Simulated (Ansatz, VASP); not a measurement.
**One calculation of Ti3Al, two programs**

```xyz
4
Lattice="2.9275 0.0000 0.0000 -1.4638 2.5353 0.0000 0.0000 0.0000 8.8573" Properties=species:S:1:pos:R:3 pbc="T T T"
Ti    0.0000    1.6902    2.2091
Ti    0.0000    1.6902    6.6482
Ti    1.4638    0.8451    0.0000
Al    1.4638    0.8451    4.4287
```

The cell comes from a database or a generator and needn't be the stable form of this composition.

Alike in both runs: functional PBEsol; k mesh 9 × 9 × 3; occupations fermi-dirac, width 0.05 eV; no spin polarisation.

|  | VASP | Ansatz |
| --- | --- | --- |
| version | VASP 6.6.1 | Ansatz 0.2.0 |
| potentials or method | VASP PAW PBE potentials, release 64 (Ti_sv, Al) | Ansatz PAW |
| plane-wave cutoff (eV) | 520 | 420 |
| valence electrons in the cell | 39 | 39 |
| task | single point | band structure |

Ansatz gave:

- gap on the k mesh at the Fermi level (eV): none
- pressure (GPa): 1.6
- largest component of the traceless stress (GPa): 4.93
- rms of the force components (eV/Å): 0.051

Task: What did VASP give for the same quantities?

Result: gap on the k mesh at the Fermi level (eV): none; pressure (GPa): 1.4; largest component of the traceless stress (GPa): 4.96; rms of the force components (eV/Å): 0.057.

Atom by atom the forces differ by 0.005 eV/Å (rms over components). A gap of «none» marks a metal or a gap that the smearing closes.

Caveats: the PAW data sets were made with another functional, which shifts forces and pressure a little (VASP); the PAW data sets come from PBE, with cores solved anew for the run's functional, which leaves a small shift of forces and pressure (Ansatz).
